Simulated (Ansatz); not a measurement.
Runs of Ansatz 0.2.0 on Rh. It takes space group P6_3/mmc (No. 194, hexagonal). Conventional cell: a = 2.731 Å, b = 2.731 Å, c = 4.428 Å, α = 90.00°, β = 90.00°, γ = 120.00°. Rh (site symmetry -6m2) has 12 Rh at 2.72 to 2.73 Å as nearest neighbours. This isn't the form of Rh at room conditions, which is fcc.

```csv
potentials or basis,cutoff (eV),V0 of scaled cells (Å³/atom),B0 (GPa)
Ansatz PAW,420,13.56,293
JTH PAW,2100,(a),295
PseudoDojo stringent,1197,13.58,293
Ansatz PAW earlier set,540,13.56,293
PseudoDojo standard,1197,13.58,293
```

Alike in all rows: task equation of state; level PBEsol; no spin polarisation; cell as given; k mesh 11 × 11 × 6; smearing fermi-dirac 0.05 eV.

Task: Fill in the values left out.

Result: (a) 13.55.

Caveats: the cell was scaled at fixed shape and fractional positions, which overstates the stiffness of a crystal with free parameters, most of all of layers and chains.
